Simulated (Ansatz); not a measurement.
## Structure optimisation: selenium, rhombohedral Se6

All numbers below come from DFT, LDA (PW92), plane waves (420 eV) with PAW, scalar-relativistic (Ansatz 0.2.0). The PAW files were generated under PBE, with cores re-solved for the functional.

k-point mesh 4×4×4, Fermi-Dirac smearing 0.05 eV, no spin polarisation. Cell and atoms relax.

Starting structure:

```yaml
crystal:
  lattice:
    - [5.6809998619, 3.2799267995, 1.47633]
    - [-5.6809998619, 3.2799267995, 1.47633]
    - [0.0, -6.5598535991, 1.47633]
  atoms:
    - { symbol: Se, position: [0.28066, 0.16251, 0.91818] }
    - { symbol: Se, position: [0.91818, 0.28066, 0.16251] }
    - { symbol: Se, position: [0.16251, 0.91818, 0.28066] }
    - { symbol: Se, position: [0.71934, 0.83749, 0.08182] }
    - { symbol: Se, position: [0.08182, 0.71934, 0.83749] }
    - { symbol: Se, position: [0.83749, 0.08182, 0.71934] }
hamiltonian:
  xc: lda
  pseudopotentials:
    kind: paw
    azcp:
      Se: "pseudopotentials/Se.paw.azcp"
basis:
  ecutwfc: 420
  fft_grid_basis: typed
kpoints:
  mp_grid: { grid: [4, 4, 4], shift: [0, 0, 0] }
magnetization:
  spin_polarized: false
scf:
  occupations: { method: fermi_dirac, width: 0.05 }
relax:
  max_steps: 60
  f_tol: 0.01
  cell: {}
```

What cell does the relaxation end in?

R-3 with a = 10.632 Å, c = 4.339 Å (c/a = 0.408); 23.60 Å³ per atom against 27.51 at the start (-14.2 %).

How much energy does the relaxation gain?

55.7 meV per atom.
